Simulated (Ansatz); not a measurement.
BaTe (NiAs type) at its r2SCAN geometry, run in Ansatz at 4 levels of theory. These are computed values for a non-magnetic cell that may be hypothetical; none is a measurement.

The LDA input:
```yaml
crystal:
  lattice:
    - [4.8953715718, 0.0, 0.0]
    - [-2.4476857859, 4.2395161422, 0.0]
    - [0.0, 0.0, 8.5840689438]
  atoms:
    - { symbol: Ba, position: [0.0, 0.0, 0.0] }
    - { symbol: Ba, position: [0.0, 0.0, 0.5] }
    - { symbol: Te, position: [0.3333333333, 0.6666666667, 0.25] }
    - { symbol: Te, position: [0.6666666667, 0.3333333333, 0.75] }
kpoints:
  mp_grid: { grid: [6, 6, 4] }
  band_path:
    path:
      - [0.0, 0.0, 0.0]
      - [0.5, 0.0, 0.0]
      - [0.3333333333, 0.3333333333, 0.0]
      - [0.0, 0.0, 0.5]
      - [0.5, 0.0, 0.5]
      - [0.3333333333, 0.3333333333, 0.5]
      - [0.0, 0.5, 0.0]
    npoints: 1
hamiltonian:
  xc: lda
scf:
  occupations: { method: fixed }
  n_extra_bands: 5
output:
  forces: true
  stress: true
  eigenvalues: true
  write_density: true
  write_potential: true
  elf: true
  volumetric_format: npy
```

Main results, then, where recorded, the levels near the gap in eV from the Fermi energy (columns number the bands from 0), one row a point of the path (Γ, M, K, A, L, H, M):
```
Crystal: 4 atoms, lattice volume = 178.154 Å³
Symmetry: 24 space group operations
Space group: P63/mmc (ITA 194)
```
```
Basis set: ecut = 420 eV, 3467 PW (Γ)
k-points: 21 of 144
SCF 1 converged in 6 iterations: F = -25220.381293 eV  dr2 = 6.37e-8
Free energy (F): -25220.381293 eV
Fermi energy:    5.842486 eV
--- Stress (GPa, compression-positive) ---
       -2.297478       0.000000       0.000000
        0.000000      -2.297478       0.000000
        0.000000       0.000000      -2.517634
  P = ⅓ Tr σ = -2.3709 GPa (-23.709 kbar)
```
```tsv
band_21	band_22	band_23	band_24	band_25	band_26	band_27	band_28
-0.929	-0.929	-0.235	0.000	0.000	1.671	2.539	3.029
-1.409	-1.057	-1.021	-0.727	-0.346	1.622	2.919	4.478
-1.459	-1.459	-1.030	-1.030	-0.470	3.183	3.333	3.333
-1.476	-0.539	-0.539	-0.539	-0.539	2.897	2.897	3.520
-1.722	-0.951	-0.951	-0.725	-0.725	2.417	2.417	4.004
-1.453	-1.138	-1.138	-1.045	-1.045	3.107	3.107	4.016
-1.409	-1.057	-1.021	-0.727	-0.346	1.622	2.919	4.478
```

With LDA the valence top lies at Γ and the conduction bottom at M, 1.62 eV higher; the smallest vertical gap, at Γ, is 1.67 eV.

PBE+SOC. Against the first input these blocks differ (the band path and keys that only write files left aside):
```yaml
hamiltonian:
  xc: pbe
scf:
  occupations: { method: fixed }
  n_extra_bands: 10
magnetization:
  noncollinear: true
  spin_orbit: true
```

```
Basis set: ecut = 420 eV, 3467 PW (Γ)
k-points: 21 of 144
SCF 1 converged in 8 iterations: F = -25880.926962 eV  dr2 = 2.80e-8
Free energy (F): -25880.926962 eV
Fermi energy:    6.378383 eV
--- Stress (GPa, compression-positive) ---
        0.049908       0.000000       0.000000
        0.000000       0.049908       0.000000
        0.000000       0.000000       0.082960
  P = ⅓ Tr σ = 0.0609 GPa (0.609 kbar)
```
```tsv
band_42	band_43	band_44	band_45	band_46	band_47	band_48	band_49	band_50	band_51	band_52	band_53	band_54	band_55	band_56	band_57
-1.350	-1.350	-0.994	-0.994	-0.935	-0.935	-0.143	-0.143	0.000	0.000	1.532	1.532	2.531	2.531	2.842	2.842
-1.688	-1.688	-1.438	-1.438	-1.233	-1.233	-0.987	-0.987	-0.496	-0.496	1.482	1.482	2.784	2.784	4.259	4.259
-1.958	-1.958	-1.570	-1.570	-1.303	-1.303	-1.171	-1.171	-0.702	-0.702	3.026	3.026	3.121	3.121	3.234	3.234
-1.811	-1.811	-0.939	-0.939	-0.939	-0.939	-0.584	-0.584	-0.584	-0.584	2.742	2.742	2.742	2.742	3.353	3.353
-2.033	-2.033	-1.302	-1.302	-1.302	-1.302	-0.852	-0.852	-0.852	-0.852	2.268	2.268	2.268	2.268	3.895	3.895
-1.736	-1.736	-1.545	-1.545	-1.211	-1.211	-1.197	-1.197	-1.178	-1.178	2.949	2.949	2.977	2.977	3.843	3.843
-1.688	-1.688	-1.438	-1.438	-1.233	-1.233	-0.987	-0.987	-0.496	-0.496	1.482	1.482	2.784	2.784	4.259	4.259
```

The PBE+SOC gap is indirect, 1.48 eV (Γ to M), below the direct gap of 1.53 eV at Γ. The mean pressure is +0.06 GPa (compression positive), so PBE+SOC would enlarge the cell's volume.

Problem. Another run on the same cell gave
```
Basis set: ecut = 420 eV, 3467 PW (Γ)
k-points: 14 of 72
SCF 1 stopped early in 2 iterations: F = -25865.984414 eV  dr2 = 1.50e-4
SCF 2 stopped early in 7 iterations: F = -25885.194853 eV  dr2 = 5.38e-7
hybrid outer 1: dexx = +1.049e-2 eV, tail = 9.57e-5 eV
SCF 3 converged in 5 iterations: F = -25885.194879 eV  dr2 = 5.67e-10
hybrid outer 2: dexx = +3.322e-7 eV, tail = 7.33e-9 eV, Δε = 1.32e-3 eV
Free energy (F): -25885.194879 eV
Fermi energy:    5.632504 eV
--- Stress (GPa, compression-positive) ---
       -0.206880       0.000000       0.000000
        0.000000      -0.206880       0.000000
        0.000000       0.000000      -0.211674
  P = ⅓ Tr σ = -0.2085 GPa (-2.085 kbar)
```
```tsv
band_21	band_22	band_23	band_24	band_25	band_26	band_27	band_28
-0.972	-0.972	-0.259	0.000	0.000	2.565	3.585	3.960
-1.483	-1.131	-1.116	-0.810	-0.391	2.477	3.864	5.403
-1.555	-1.555	-1.110	-1.110	-0.546	4.180	4.269	4.269
-1.509	-0.554	-0.554	-0.554	-0.554	3.825	3.825	4.505
-1.836	-1.020	-1.020	-0.774	-0.774	3.303	3.303	4.965
-1.551	-1.213	-1.213	-1.123	-1.123	4.043	4.043	5.068
-1.483	-1.131	-1.116	-0.810	-0.391	2.477	3.864	5.403
```
Which level of theory and mesh gave it?

Solution. It is HSE06, judged by the exchange loop and the size of the gap (a near hybrid could fit too), on 6×6×2; the blocks that differ from the first input, but for the band path:
```yaml
kpoints:
  mp_grid: { grid: [6, 6, 2] }
hamiltonian:
  xc: hse06
```
With HSE06 the valence top lies at Γ and the conduction bottom at M, 2.48 eV higher; the smallest vertical gap, at Γ, is 2.57 eV. The mean stress, -0.2 GPa, is small, and the program warns that its thresholds are loose for a hybrid's stress.

PBE0. Against the first input these blocks differ (the band path and keys that only write files left aside):
```yaml
kpoints:
  mp_grid: { grid: [6, 6, 2] }
hamiltonian:
  xc: pbe0
```

```
Basis set: ecut = 420 eV, 3467 PW (Γ)
k-points: 14 of 72
SCF 1 stopped early in 2 iterations: F = -25865.984136 eV  dr2 = 1.50e-4
SCF 2 stopped early in 6 iterations: F = -25881.432504 eV  dr2 = 3.95e-6
hybrid outer 1: dexx = +1.690e-2 eV, tail = 1.04e-4 eV
SCF 3 converged in 4 iterations: F = -25881.432556 eV  dr2 = 4.40e-9
hybrid outer 2: dexx = +1.240e-6 eV, tail = 2.14e-8 eV, Δε = 1.45e-3 eV
Free energy (F): -25881.432556 eV
Fermi energy:    5.299692 eV
--- Stress (GPa, compression-positive) ---
       -0.224744       0.000000       0.000000
        0.000000      -0.224744       0.000000
        0.000000       0.000000      -0.223040
  P = ⅓ Tr σ = -0.2242 GPa (-2.242 kbar)
```
```tsv
band_21	band_22	band_23	band_24	band_25	band_26	band_27	band_28
-1.016	-1.016	-0.263	0.000	0.000	3.235	4.211	4.641
-1.538	-1.183	-1.163	-0.844	-0.409	3.133	4.541	6.063
-1.619	-1.619	-1.153	-1.153	-0.579	4.877	4.946	4.946
-1.562	-0.578	-0.578	-0.578	-0.578	4.499	4.499	5.198
-1.910	-1.059	-1.059	-0.806	-0.806	3.974	3.974	5.624
-1.614	-1.265	-1.265	-1.168	-1.168	4.717	4.717	5.767
-1.538	-1.183	-1.163	-0.844	-0.409	3.133	4.541	6.063
```

The PBE0 gap is indirect, 3.13 eV (Γ to M), below the direct gap of 3.23 eV at Γ. The mean stress, -0.2 GPa, is small, and the program warns that its thresholds are loose for a hybrid's stress.

Small level splittings and stresses of the hybrids carry the error of their coarser meshes.

Totals of different functionals, or with and without spin-orbit coupling, can't be compared.

Only the levels marked +SOC include spin-orbit coupling.

The meshes of the hybrids are coarse, so their gaps aren't converged to the digits shown.
